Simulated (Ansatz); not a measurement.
# W (Im-3m) in Ansatz: a series of runs

The runs below take W through ladder of functionals, with PBE.

Program: Ansatz 0.2.0. These are calculated values, not measurements. Logs are shortened: lines on timing, memory, paths and dates and some standing lists are left out, and cuts for length are marked.

### Step 1. Starting point

Symmetry: Im-3m, No. 229, cubic system. Conventional cell: a = 3.165 Å, b = 3.165 Å, c = 3.165 Å, α = 90.00°, β = 90.00°, γ = 90.00°. Around W (site symmetry m-3m) lie 8 W at 2.74 Å.

### Step 2. Ladder of functionals, PBE

File input.yaml:

```yaml
crystal:
  lattice: { a: 3.16469, b: 3.16469, c: 3.16469, alpha: 90.0, beta: 90.0, gamma: 90.0 }
  space_group: 229
  reduce_to_primitive: true
  atoms:
    - { symbol: W, wyckoff: "2a", position: [0.0, 0.0, 0.0] }
hamiltonian:
  xc: pbe
  pseudopotentials: { kind: nc, accuracy: standard, azcp: { W: W_ONCV_PBE-1.2.nc.azcp } }
kpoints:
  mp_grid: { grid: [12, 12, 12] }
scf:
  occupations: { method: tetrahedron }
output:
  forces: true
  stress: true
  xc_energy_on_converged_density: [lda, pbesol, rpbe, revpbe, blyp, r2scan]
```

Potentials or basis: SG15 NC.

Run with:

```sh
> ansatz run input.yaml --threads 1 --pin off --max-ram 2560MiB --backend cpu --events-out ev --progress --plain --runs-dir out
```

The log of the run:

```text
Warning: output.forces, output.stress, relax.cell or npt_langevin: where a Kohn–Sham band that disperses or a degenerate level is filled in part under the method tetrahedron, the forces or the stress that this run publishes need not agree with its energy (scf.occupations.method in the input reference, under Limitations); prefer a smearing scheme for the forces or the stress
Warning: the W local potential departs from the Coulomb form −Z_val·e²/r beyond the output range its generator declares (r ≥ rlmax = 3.175 Å), by 2.9e-5 eV at r = 3.175 Å, where the relative departure is largest — the generator's own output ends at rlmax, and the psp8 form of the pseudopotential continues from there as the Coulomb form; what this file tabulates from there on, on a mesh lengthened to hold the pseudo-orbitals, enters the local form factor V_loc(G) up to the radial-integration cap, and the pseudo-atom of a solved shell of output.atomic_orbital_hamiltonian to the mesh's end or that pseudo-atom's wall. Between rlmax and the cap it acts on every electron at that distance from such an atom, its neighbours' electrons among them, so that a total energy or an equilibrium volume can move by far more than the departure's size suggests. Whether the tabulated tail or the Coulomb form is right for a file, this check does not tell: see pseudopotentials/README.md, § Coulomb-tail rule
Warning: RAYON_NUM_THREADS=1 ignored (pool sized by the plan → 1); use --threads N
crystal.space_group: 229 is read as Im-3m: the typed cell holds W2 (W 2a). Least distances (Å): W–W 2.741
Engine: ansatz 0.2.0, aarch64-unknown-linux-gnu
Pseudopotentials: kind: nc
Pseudopotential: W, nc, valence charge 28, recommended cutoff 816.3415873796399 eV (normal), <dir>
Functional definition: PBE
  parameter kappa = 0.804
  parameter beta = 0.06672455060314922
  exchange = pbe_x(kappa = kappa, mu = beta*pi^2/3)
  correlation = pbe_c(beta = beta)
Crystal: 1 atoms, lattice volume = 15.848 Å³
Basis set: ecut = 816.3415873796399 eV, 887 PW (Γ), exchange–correlation on 54×54×54 points (8 copies of the dense FFT grid, shifted against one another)
Bands: 18, of which v1, the nominal top of the filled ones, is band 14 counted from 1 (13 counted from 0)
Symmetry: 48 space group operations
Space group: Im-3m (ITA 229), of the structure as read, at distance tolerance 2.5e-5 Å
k-points: 72 of 1728
Non-local potential: W, projectors of the file, l = 0: 2, l = 1: 2, l = 2: 2, l = 3: 2
Initial density: superposition of atomic densities (chi_scale 0.1, normalization cell)
Initial wavefunctions: plane waves of lowest kinetic energy (no species holds an atomic orbital)
Functional: x = pbe(κ = 0.804, μ = 0.2195149727645171), c = pbe(β = 0.06672455060314922)
Listed functional: x = slater, c = lda
Listed functional: x = pbesol(κ = 0.804, μ = 0.12345679012345678), c = pbesol(β = 0.046)
Listed functional: x = rpbe, c = pbe(β = 0.06672455060314922)
Listed functional: x = revpbe(κ = 1.245, μ = 0.2195149727645171), c = pbe(β = 0.06672455060314922)
Listed functional: x = b88, c = lyp
Listed functional: x = r2scan, c = r2scan; τ floored in thin density (d = 2e-4 eV/Å³)
SCF iter   1: F=—  HF=-7401.387291 eV  |F-HF|=—  |Δ(HF+E_count)|=         —  Δρ=7.99e-2  dr2=9.36e-1  ethr=3.10e-3  ⟨swp⟩=10.3  Hψ=11397  notcnv=0
preconditioner: auto → Kerker (q_TF=auto, 3.000 Å⁻¹)  [metal: no gap  n_scr=12 (ndim 8)  ℏωp=47.6 eV  f_vac=0.000]
SCF iter   2: F=—  HF=-7401.131243 eV  |F-HF|=—  |Δ(HF+E_count)|=   2.56e-1  Δρ=4.52e-2  dr2=2.90e-1  ethr=3.10e-3  ⟨swp⟩=2.1  Hψ=2152  notcnv=0  defer=3
SCF iter   3: F=—  HF=-7401.026412 eV  |F-HF|=—  |Δ(HF+E_count)|=   1.05e-1  Δρ=6.62e-3  dr2=3.56e-3  ethr=1.03e-3  ⟨swp⟩=3.8  Hψ=2651  notcnv=0  defer=3
SCF iter   4: F=—  HF=-7401.026307 eV  |F-HF|=—  |Δ(HF+E_count)|=   1.06e-4  Δρ=1.14e-3  dr2=6.22e-5  ethr=1.27e-5  ⟨swp⟩=2.9  Hψ=2746  notcnv=0  defer=3
SCF iter   5: F=—  HF=-7401.026188 eV  |F-HF|=—  |Δ(HF+E_count)|=   1.19e-4  Δρ=1.60e-4  dr2=1.13e-6  ethr=2.22e-7  ⟨swp⟩=2.9  Hψ=2565  notcnv=0  defer=3
SCF iter   6: F=-7401.026192 eV  HF=-7401.026192 eV  |F-HF|=2.41e-9  |Δ(HF+E_count)|=   4.61e-6  Δρ=2.03e-5  dr2=2.82e-8  ethr=3.57e-10  ⟨swp⟩=5.2  Hψ=5128  notcnv=0
SCF 1 converged in 6 iterations: F = -7401.026192 eV  dr2 = 2.82e-8
SCF converged after 6 iterations
Stability not checked: this state was not tested for a lower state beside it, because cold or Methfessel-Paxton smearing, or corrected tetrahedra, fill the levels in a way that the test cannot read (fill_not_monotonic; see scf.lower_state_search)
Free energy (F): -7401.026192 eV
Harris-Foulkes:  -7401.026192 eV  (|F-HF|=2.41e-9)
Internal energy: -7401.026210 eV  (E = F + TS)
E sigma→0 (E₀):  -7401.026192 eV
Entropy (-TS):   0.000017 eV (0.017 meV/atom)
Fermi energy:    35.522784 eV
--- Per-component energies (eV) ---
  E_band       = 199.213209
  E_kinetic    = 2757.417929
  E_local      = -3064.981895  (includes V_loc(G=0)·N_el)
  E_nonlocal   = -1309.068476
  E_hartree    = 1285.999143
  E_xc         = -579.318202
  E_vxc        = -756.150518  (∫ρ·V_xc dr)
  E_ewald      = -6491.074710
  E_smearing   = 0.000017  (= −TS)
  E_closure    = 0.000000  (closes the sum)
  Σ components = -7401.026192   (vs F -7401.026192, Δ=0.00e0)
--- Forces (eV/Å), atoms counted from 1 ---
  atom   1  W      0.00000000    -0.00000000    -0.00000000
  max |Σ_I F_I| component: 3.68e-30 eV/Å
--- Stress (GPa, compression-positive) ---
        6.351010      -0.000000      -0.000000
        0.000000       6.351010      -0.000000
       -0.000000       0.000000       6.351010
  P = ⅓ Tr σ = 6.3510 GPa (63.510 kbar)
--- E_xc of listed functionals on the converged density (eV per cell; not total energies) ---
  on the closing iteration's output density plus the core of the run's pseudopotentials (for a meta-GGA, its output tau too, plus the cores' where a run under it adds that), as the run's own E_xc is; on PAW an entry holds the one-centre parts besides; self-consistent for pbe alone
  E_xc = -571.652010  lda
  E_xc = -573.933573  pbesol
  E_xc = -580.831295  rpbe
  E_xc = -580.409288  revpbe
  E_xc = -572.513433  blyp
  E_xc = -563.282456  r2scan
--- Band table (eV; the first three rows and the last of 72) ---
  k-point 0: bands = ["-38.7302", "-2.3043", "-2.3043", "-2.3043", "7.2011", "7.2011", "7.2011", "7.2125", "7.2125", "7.2125", "7.3229", "25.8809", "34.2782", "34.2782", "34.2782", "37.6815", "37.6815", "50.0105"]
  k-point 1: bands = ["-38.7213", "-2.3968", "-2.3331", "-2.3047", "7.1987", "7.2002", "7.2004", "7.2136", "7.2146", "7.2150", "7.3198", "26.2142", "34.0784", "34.2266", "34.6028", "37.3848", "37.6869", "50.2827"]
  k-point 2: bands = ["-38.6970", "-2.6441", "-2.4112", "-2.3061", "7.1923", "7.1977", "7.1981", "7.2170", "7.2203", "7.2220", "7.3117", "27.1256", "33.5756", "33.9698", "35.5517", "36.9998", "37.7339", "50.7370"]
  k-point 71: bands = ["-38.4968", "-3.2022", "-3.2022", "-3.2022", "7.1742", "7.1742", "7.1742", "7.2360", "7.2620", "7.2620", "7.2620", "29.6355", "29.6355", "40.6549", "40.6549", "40.6549", "43.7589", "43.7589"]
```

Wall time 4.4 s (1 thread of Arm Neoverse N1, shared host); peak memory 0.24 GiB.

What came out:

* Free energy: -7401.0262 eV
* Pressure: 6.4 GPa
* Band gap on the k mesh: none (metal or under the smearing width)

Levels at points of the mesh, in eV from the Fermi level:
```tsv
k point	band 12	band 13	band 14	band 15	band 16	band 17
(0.00, 0.00, 0.00)	-9.64	-1.24	-1.24	-1.24	2.16	2.16
(0.00, 0.00, -0.50)	-6.29	-3.58	0.67	2.08	3.03	6.12
(-0.50, -0.50, -0.50)	-5.89	-5.89	5.13	5.13	5.13	8.24
```

Caveat: with tetrahedron occupations forces and stress needn't match the slope of the energy. Spin-orbit coupling is left out, which matters for the levels of W.

### Step 3. Ladder of functionals, PBE

File input.yaml:

```yaml
crystal:
  lattice:
    - [-1.582345, 1.582345, 1.582345]
    - [1.582345, -1.582345, 1.582345]
    - [1.582345, 1.582345, -1.582345]
  atoms:
    - { symbol: W, position: [0.0, 0.0, 0.0] }
hamiltonian:
  xc: pbe
  pseudopotentials: { kind: nc, accuracy: standard, azcp: { W: W_ONCV_PBE-1.2.nc.azcp } }
kpoints:
  mp_grid: { grid: [12, 12, 12] }
scf:
  occupations: { method: tetrahedron }
output:
  forces: true
  stress: true
  xc_energy_on_converged_density: [lda, pbesol, rpbe, revpbe, blyp, r2scan]
```

Potentials or basis: SG15 NC.

Run with:

```sh
> ansatz run input.yaml --threads 1 --pin off --max-ram 2560MiB --backend cpu --events-out ev --progress --plain --runs-dir out
```

The log of the run:

```text
Warning: output.forces, output.stress, relax.cell or npt_langevin: where a Kohn–Sham band that disperses or a degenerate level is filled in part under the method tetrahedron, the forces or the stress that this run publishes need not agree with its energy (scf.occupations.method in the input reference, under Limitations); prefer a smearing scheme for the forces or the stress
Warning: the W local potential departs from the Coulomb form −Z_val·e²/r beyond the output range its generator declares (r ≥ rlmax = 3.175 Å), by 2.9e-5 eV at r = 3.175 Å, where the relative departure is largest — the generator's own output ends at rlmax, and the psp8 form of the pseudopotential continues from there as the Coulomb form; what this file tabulates from there on, on a mesh lengthened to hold the pseudo-orbitals, enters the local form factor V_loc(G) up to the radial-integration cap, and the pseudo-atom of a solved shell of output.atomic_orbital_hamiltonian to the mesh's end or that pseudo-atom's wall. Between rlmax and the cap it acts on every electron at that distance from such an atom, its neighbours' electrons among them, so that a total energy or an equilibrium volume can move by far more than the departure's size suggests. Whether the tabulated tail or the Coulomb form is right for a file, this check does not tell: see pseudopotentials/README.md, § Coulomb-tail rule
Warning: RAYON_NUM_THREADS=1 ignored (pool sized by the plan → 1); use --threads N
[... 8 set-up lines as earlier in the session ...]
Crystal: 1 atoms, lattice volume = 15.848 Å³
Basis set: ecut = 816.3415873796399 eV, 887 PW (Γ), exchange–correlation on 54×54×54 points (8 copies of the dense FFT grid, shifted against one another)
[... 35 lines left out ...]
  E_hartree    = 1285.999143
  E_xc         = -579.318202
  E_vxc        = -756.150518  (∫ρ·V_xc dr)
  E_ewald      = -6491.074710
  E_smearing   = 0.000017  (= −TS)
  E_closure    = 0.000000  (closes the sum)
  Σ components = -7401.026192   (vs F -7401.026192, Δ=0.00e0)
--- Forces (eV/Å), atoms counted from 1 ---
  atom   1  W      0.00000000    -0.00000000    -0.00000000
  max |Σ_I F_I| component: 3.68e-30 eV/Å
--- Stress (GPa, compression-positive) ---
        6.351010      -0.000000      -0.000000
        0.000000       6.351010      -0.000000
       -0.000000       0.000000       6.351010
  P = ⅓ Tr σ = 6.3510 GPa (63.510 kbar)
--- E_xc of listed functionals on the converged density (eV per cell; not total energies) ---
  on the closing iteration's output density plus the core of the run's pseudopotentials (for a meta-GGA, its output tau too, plus the cores' where a run under it adds that), as the run's own E_xc is; on PAW an entry holds the one-centre parts besides; self-consistent for pbe alone
  E_xc = -571.652010  lda
  E_xc = -573.933573  pbesol
  E_xc = -580.831295  rpbe
  E_xc = -580.409288  revpbe
  E_xc = -572.513433  blyp
  E_xc = -563.282456  r2scan
--- Band table (eV; the first three rows and the last of 72) ---
  k-point 0: bands = ["-38.7302", "-2.3043", "-2.3043", "-2.3043", "7.2011", "7.2011", "7.2011", "7.2125", "7.2125", "7.2125", "7.3229", "25.8809", "34.2782", "34.2782", "34.2782", "37.6815", "37.6815", "50.0105"]
  k-point 1: bands = ["-38.7213", "-2.3968", "-2.3331", "-2.3047", "7.1987", "7.2002", "7.2004", "7.2136", "7.2146", "7.2150", "7.3198", "26.2142", "34.0784", "34.2266", "34.6028", "37.3848", "37.6869", "50.2827"]
  k-point 2: bands = ["-38.6970", "-2.6441", "-2.4112", "-2.3061", "7.1923", "7.1977", "7.1981", "7.2170", "7.2203", "7.2220", "7.3117", "27.1256", "33.5756", "33.9698", "35.5517", "36.9998", "37.7339", "50.7370"]
  k-point 71: bands = ["-38.4968", "-3.2022", "-3.2022", "-3.2022", "7.1742", "7.1742", "7.1742", "7.2360", "7.2620", "7.2620", "7.2620", "29.6355", "29.6355", "40.6549", "40.6549", "40.6549", "43.7589", "43.7589"]
```

Run time: 4.4 s. Hardware: 1 thread of Arm Neoverse N1, shared host; peak memory 0.24 GiB.

What came out:

* Free energy: -7401.0262 eV
* Pressure: 6.4 GPa
* Band gap on the k mesh: none (metal or under the smearing width)

Levels at points of the mesh, in eV from the Fermi level:
```tsv
k point	band 11	band 12	band 13	band 14	band 15	band 16	band 17	band 18
(0.00, 0.00, 0.00)	-28.20	-9.64	-1.24	-1.24	-1.24	2.16	2.16	14.49
(0.00, 0.00, -0.50)	-28.24	-6.29	-3.58	0.67	2.08	3.03	6.12	11.05
(-0.50, -0.50, -0.50)	-28.26	-5.89	-5.89	5.13	5.13	5.13	8.24	8.24
```

Caveat: with tetrahedron occupations forces and stress needn't match the slope of the energy. Spin-orbit coupling is left out, which matters for the levels of W.
